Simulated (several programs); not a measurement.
An ordered 8-atom cell of AgInTe2 on the zincblende lattice (I-42d), relaxed with r2SCAN in Ansatz, was computed with several methods. Space group I-42d (No. 122), tetragonal; a = 6.514 Å, c = 12.851 Å in the conventional setting, 34.09 Å³ an atom. Ag is surrounded by 4 Te at 2.80 Å; Te is surrounded by 2 Ag at 2.80 Å and 2 In at 2.82 Å; In is surrounded by 4 Te at 2.82 Å. No spin polarisation. The prototype was imposed, so other structures may be more stable.

```cif
data_structure
_symmetry_space_group_name_H-M 'P 1'
_symmetry_Int_Tables_number 1
_cell_length_a 7.9062
_cell_length_b 7.9062
_cell_length_c 7.9062
_cell_angle_alpha 131.341
_cell_angle_beta 131.341
_cell_angle_gamma 71.271
_cell_volume 272.69
loop_
_atom_site_label
_atom_site_type_symbol
_atom_site_fract_x
_atom_site_fract_y
_atom_site_fract_z
_atom_site_occupancy
Ag1 Ag 0.00000 0.00000 0.00000 1
Te1 Te 0.37500 0.37195 0.49695 1
Ag2 Ag 0.75000 0.25000 0.50000 1
Te2 Te 0.12195 0.62500 0.99695 1
In1 In 0.50000 0.50000 0.00000 1
Te3 Te 0.87500 0.87805 0.50305 1
In2 In 0.25000 0.75000 0.50000 1
Te4 Te 0.62805 0.12500 0.00305 1
```

Gaps and times are for a single point on this cell; volume and bulk modulus come from each method's own relaxation or energy curve at fixed shape, which is too stiff where a cell has free coordinates or axes. Times are rough, from shared hosts (Arm Neoverse V1; Arm Neoverse V2), and each method has its own mesh and cell size. A double dagger marks a value from a curve with shape and coordinates held. A star marks a curve whose lowest point is an end point. PM6 (MOPAC), PM7 (MOPAC), GFN2-xTB (tblite) treat a cluster of cells at its zone centre, which samples few k points: where these miss a band edge, the gap comes out too large for that reason alone. Gaps from k meshes are read at a limited set of points (mesh, symmetry points, PBE's band edges), so each method's own least gap may be somewhat smaller. xTB and the PM methods were fitted mostly to molecules, and can miss a solid's gap by electronvolts. Minimal bases can be far off for gaps. Times of the plane-wave ladder aren't listed, since it ran on unlike processors and cards. d marks a direct gap, i an indirect one (no mark: not told apart), a dash a value that wasn't computed or didn't pass its checks.

```json
{"method": "PBEsol", "kind": "semilocal", "gap (eV)": "–", "own volume (Å³/atom)": "33.01", "bulk modulus (GPa)": "–", "atoms computed": "8", "processor time": "–"}
{"method": "PM7 (MOPAC)", "kind": "semi-empirical", "gap (eV)": "8.81", "own volume (Å³/atom)": "–", "bulk modulus (GPa)": "–", "atoms computed": "cluster", "processor time": "3 s"}
{"method": "GFN2-xTB (tblite)", "kind": "tight binding", "gap (eV)": "0.69", "own volume (Å³/atom)": "36.00‡", "bulk modulus (GPa)": "40‡", "atoms computed": "cluster", "processor time": "5.7 s"}
{"method": "light PBE (260 eV and a coarse mesh)", "kind": "light plane-wave", "gap (eV)": "0.13 d", "own volume (Å³/atom)": "–", "bulk modulus (GPa)": "–", "atoms computed": "8", "processor time": "8.7 s"}
{"method": "PM6 (MOPAC)", "kind": "semi-empirical", "gap (eV)": "4.33", "own volume (Å³/atom)": "–", "bulk modulus (GPa)": "–", "atoms computed": "cluster", "processor time": "12 s"}
{"method": "PBE/SZV (CP2K)", "kind": "small basis", "gap (eV)": "0.11 d", "own volume (Å³/atom)": "37.72*‡", "bulk modulus (GPa)": "34*‡", "atoms computed": "8", "processor time": "28 s"}
{"method": "LDA", "kind": "semilocal", "gap (eV)": "0.06 d", "own volume (Å³/atom)": "31.88", "bulk modulus (GPa)": "–", "atoms computed": "8", "processor time": "–"}
{"method": "PBE", "kind": "semilocal", "gap (eV)": "0.15 d", "own volume (Å³/atom)": "35.07", "bulk modulus (GPa)": "37‡", "atoms computed": "8", "processor time": "–"}
{"method": "PBE/DZVP (CP2K)", "kind": "small basis", "gap (eV)": "0.14 d", "own volume (Å³/atom)": "35.66‡", "bulk modulus (GPa)": "37‡", "atoms computed": "8", "processor time": "85 s"}
{"method": "r2SCAN", "kind": "semilocal", "gap (eV)": "0.55 d", "own volume (Å³/atom)": "34.09", "bulk modulus (GPa)": "43‡", "atoms computed": "8", "processor time": "–"}
{"method": "HSE06", "kind": "hybrid", "gap (eV)": "0.96 d", "own volume (Å³/atom)": "–", "bulk modulus (GPa)": "–", "atoms computed": "8", "processor time": "–"}
{"method": "PBE0", "kind": "hybrid", "gap (eV)": "1.53 d", "own volume (Å³/atom)": "–", "bulk modulus (GPa)": "–", "atoms computed": "8", "processor time": "–"}
```

Problem. How far from the measured values lie the methods that can be set against them?

Solution.
- Volume, measured 32.97 Å³ an atom: PBEsol +0.1 %, LDA -3.3 %, PBE +6.4 %, r2SCAN +3.4 %.
The calculations are for a static lattice; samples hold vibrations, temperature and, in optical gaps, excitons. A measured value is shown where most reports agree with it, and only for the quantities listed. Sources: 32.97 Å³ an atom (from the lattice constants; a from Rietveld refinement; “NMR study of AgInTe2 at normal and high pressure”; 2022; arxiv:2201.13116).

Spin-orbit coupling is left out, which matters wherever the heavy atoms make up the band edges.
